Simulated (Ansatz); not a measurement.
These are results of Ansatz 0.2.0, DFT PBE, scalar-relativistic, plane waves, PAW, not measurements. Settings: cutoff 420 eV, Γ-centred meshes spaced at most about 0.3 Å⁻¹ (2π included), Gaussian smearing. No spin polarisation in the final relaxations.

All energies are static (0 K, no zero-point motion).

Two relaxed structures of KCl:

A.

```xyz
4
Lattice="4.5431 0.0000 0.0000 0.0000 4.5431 0.0000 0.0000 0.0000 8.2718" Properties=species:S:1:pos:R:3 pbc="T T T"
K     0.0000    2.2715    0.0000
K     2.2715    0.0000    4.1359
Cl    2.2715    2.2715    2.0679
Cl    2.2715    2.2715    6.2038
```

B.

```xyz
8
Lattice="2.2060 1.2736 15.4662 -2.2060 1.2736 15.4662 0.0000 -2.5472 15.4662" Properties=species:S:1:pos:R:3 pbc="T T T"
K     0.0000    0.0000   32.7477
K     0.0000    0.0000   24.9696
K     0.0000    0.0000   28.8352
K     0.0000    0.0000   21.1060
Cl    0.0000    0.0000   46.2309
Cl    0.0000    0.0000   38.5015
Cl    0.0000    0.0000   11.4348
Cl    0.0000    0.0000    3.7512
```

Question: Which is lower in energy, and by how much?

Answer: B is lower, by 128 meV/atom. A has space group P4_2/mmc (No. 131), 42.7 Å³/atom and a gap of 4.02 eV on its mesh; B has space group R3m (No. 160), 32.6 Å³/atom and a gap of 4.92 eV. Counting Cl atoms around K (those within 1.25 times the shortest such distance or 1.15 times the sum of covalent radii), A has K 4 and B has K 6. The denser one is the lower, and pressure would at first widen the difference. Both come from invented guesses. The part of the Crystallography Open Database at hand lists KCl in space groups No. 221, 225; no cell shown has one of them.

Kohn–Sham gaps at this level usually fall short of measured ones. Cells relaxed within their symmetry can be saddle points. The R3m cell of KCl came from shaking the P4_2/mmc one.
